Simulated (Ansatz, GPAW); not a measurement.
Ti: programs and potentials compared

```
Ti
1.0
     2.95000    0.00000    0.00000
    -1.47500    2.55477    0.00000
     0.00000    0.00000    4.68000
Ti
2
Direct
  0.66667 0.33333 0.75000
  0.33333 0.66667 0.25000
```

Alike in all runs: task band structure; functional BLYP; k mesh 10 × 10 × 6; occupations fermi-dirac, width 0.05 eV; no spin polarisation; no spin-orbit coupling. Pressure is positive in compression and, in plane waves, holds the error of the finite cutoff, which Ansatz's Pulay term estimates and takes out.

```csv
program and potentials,plane-wave cutoff (eV),notes,pressure (GPa)
"Ansatz, Ansatz PAW",420,"potentials made for PBE, which Ansatz adapts in part; Pulay term of +0.02 GPa included",0.92
"Ansatz, all-electron LAPW, scalar-relativistic",-,-,?
"GPAW, PAW data sets generated for this functional",600,-,0.33
```

**Question.** Estimate from the other rows what the run with Ansatz, all-electron LAPW, scalar-relativistic gave.

**Answer.** Pressure 0.94 GPa. The other rows, which needn't bracket it: pressure 0.33 to 0.92.
